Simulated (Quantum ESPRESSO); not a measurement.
Runs of Quantum ESPRESSO 7.5 on MnO. Symmetry: Fm-3m, No. 225, cubic system. Conventional cell: a = 4.448 Å, b = 4.448 Å, c = 4.448 Å, α = 90.00°, β = 90.00°, γ = 90.00°. Around Mn (site symmetry m-3m) lie 6 O at 2.22 Å. O (site symmetry m-3m) has 6 Mn at 2.22 Å as nearest neighbours. The cell is a database's computed one.

```tsv
task	level	potentials or basis	spin	U	cell	k mesh	cutoff (eV)	form of the LDA correlation	mixing beta	q mesh	start of the occupations	hubbard projectors	other keys	mesh quality	gap on the mesh (eV)	pressure (GPa)	moment (μB)
phonons	LDA	JTH 2.0 LDA	collinear, ferromagnetic start	-	relaxed	10 × 10 × 10, shifted	490	PW92	0.3	-	-	-	-	not flagged	none	-	3.98
phonon dispersion	LDA	PseudoDojo 0.4.1 SR LDA standard	collinear, ferromagnetic start	-	relaxed	4 × 4 × 4, shifted	1306	PW92	0.3	2 × 2 × 2	-	-	-	coarse	none	0.0	3.75
phonon dispersion	PBEsol	PseudoDojo 0.4.1 SR PBEsol standard	collinear, ferromagnetic start	-	relaxed	4 × 4 × 4, shifted	1306	-	0.3	2 × 2 × 2	-	-	-	coarse	none	0.0	(a)
single point	LDA+U	GBRV 1.5 LDA	off	Mn d U = 5.3 eV	atoms moved at random, drawn with an rms of 0.02 Å	9 × 9 × 9	612	PZ81	0.3	-	default	atomic	mixing_mode = local-TF; diago_david_ndim = 4	not flagged	none	-36.9	-
energy-loss spectrum	LDA	GBRV 1.5 LDA	off	-	as given	6 × 6 × 6, shifted	612	PZ81	0.5	-	-	-	-	coarse	none	-47.1	-
```

Alike in all rows: smearing fermi-dirac 0.05 eV.

**Question.** Fill in the values left out.

**Answer.** (a) 4.63.

Caveats: some runs use coarse meshes; semilocal functionals often make such compounds metallic where correlation or magnetic order opens a gap, which also shifts bond lengths (some runs); a cell with one magnetic atom can't hold antiferromagnetic order, which such compounds often take (some runs); the mesh is thin for the phonons of a metal (some runs); an odd number of electrons without spin polarisation forces a metal (some runs); a magnetic or distorted state may lie lower (some runs); the cutoff is low for these files, which shifts pressure and relaxed volume (some runs).

A gap of «none» marks a metal or a gap under the smearing width.

Runs at the PBE level aren't shown here.
